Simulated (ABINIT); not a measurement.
Runs of ABINIT 10.8.3 (patched build) on MgO. The structure is cubic, space group Fm-3m (No. 225). Conventional cell: a = 4.194 Å, b = 4.194 Å, c = 4.194 Å, α = 90.00°, β = 90.00°, γ = 90.00°. Mg (site symmetry m-3m) is surrounded by 6 O at 2.10 Å. Around O (site symmetry m-3m) lie 6 Mg at 2.10 Å. The cell is a database's computed one.

```csv
task,level,potentials or basis,k mesh,dispersion computed by,mesh quality,gap on the mesh (eV),pressure (GPa),V0 of scaled cells (Å³/atom),B0 (GPa)
equation of state,PBE+D3(BJ),JTH PAW PBE v2.0,11 × 11 × 11,-,not flagged,-,-,9.33,158
band structure,WC,JTH PAW PBE v2.0,11 × 11 × 11,-,not flagged,4.79,2.7,-,-
equation of state,RPBE+D3,JTH PAW PBE v2.0,11 × 11 × 11,simple-dftd3 1.7.0,not flagged,-,-,9.57,142
equation of state,WC,JTH PAW PBE v2.0,11 × 11 × 11,-,not flagged,-,-,9.39,158
band structure,PW91,JTH PAW PBE v2.0,11 × 11 × 11,-,not flagged,4.90,6.4,-,-
equation of state,AM05,JTH PAW PBE v2.0,11 × 11 × 11,-,not flagged,-,-,9.43,154
single point,PBEsol,JTH PAW PBE v2.0,7 × 7 × 7,-,not flagged,4.76,2.7,-,-
single point,PBEsol,JTH PAW PBE v2.0,4 × 4 × 4,-,coarse,(a),2.7,-,-
band structure,BLYP,JTH PAW PBE v2.0,11 × 11 × 11,-,not flagged,(c),10.0,-,-
equation of state,LDA-PZ,JTH PAW LDA v2.0,11 × 11 × 11,-,not flagged,-,-,(b),171
equation of state,BP86+D2,JTH PAW PBE v2.0,11 × 11 × 11,-,not flagged,-,-,9.16,188
```

Alike in all rows: no spin polarisation; cell as given; cutoff (eV) 626; smearing fermi-dirac 0.05 eV.

Fill in the values left out.

(a) 4.75; (b) 9.05; (c) 5.12.

Caveats: some runs use coarse meshes; the PAW data sets were made with another functional, which shifts forces and pressure a little (some runs); pressures at fixed basis lie under the slope of the energies (some runs).

